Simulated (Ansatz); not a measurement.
We consider zinc-blende InN (metastable phase), described by PBEsol (Ansatz, a program for electronic structure, plane waves, PAW).

Numerical settings: plane-wave cutoff 520 eV, 24×24×24 k mesh, Fermi–Dirac smearing 0.05 eV, perturbation theory, scalar-relativistic PAW data made under PBE.

Cell (relaxed at this level):

```yaml
crystal:
  lattice:
    - [0.00000, 2.49317, 2.49317]
    - [2.49317, 0.00000, 2.49317]
    - [2.49317, 2.49317, 0.00000]
  atoms:
    - { symbol: In, position: [0.00000, 0.00000, 0.00000] }
    - { symbol: N, position: [0.75000, 0.75000, 0.75000] }
```

### Question
Predict the zone-centre TO phonon frequency.

### Answer

- zone-centre TO phonon frequency = 454 cm⁻¹

Note: the solid has no gap at this level, which affects its response.

Spin–orbit coupling is not included.

Computing time: about 24 core-minutes (a rough figure).
